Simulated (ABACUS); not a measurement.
GaP:

```
Ga P
1.0
     0.00000    2.72525    2.72525
     2.72525    0.00000    2.72525
     2.72525    2.72525    0.00000
Ga P
1 1
Direct
  0.00000 0.00000 0.00000
  0.25000 0.25000 0.25000
```

Base run:

| Property | Result |
| --- | --- |
| Program | ABACUS 3.10.1 |
| Functional | PW91 |
| Potentials or basis | SG15 ONCV 1.2 PBE |
| Cutoff | 1361 eV |
| Density cutoff | 5442 eV |
| Basis | DZP LCAO (the cutoffs set its grid) |
| k mesh | 8 × 8 × 8 |
| Occupations | fermi-dirac, width 0.05 eV |
| Spin | no spin polarisation |

Its results: band gap on the k mesh 1.66 eV, indirect (least direct gap 1.96 eV); pressure 3.9 GPa.

After a change of settings the same cell gave: band gap on the k mesh 1.71 eV, indirect (least direct gap 2.20 eV); pressure 3.9 GPa. Which change was it?
A. functional from PW91 to PBEsol
B. functional from PW91 to r2SCAN
C. functional from PW91 to AM05
D. functional from PW91 to TPSS

D.

Caveats: the atomic orbitals were generated for these runs and aren't a published set; the potentials were made for another functional, which shifts forces and pressure; the basis of atomic orbitals isn't converged, which shifts pressures, moduli and gaps.

Runs at the PBE level aren't shown here.
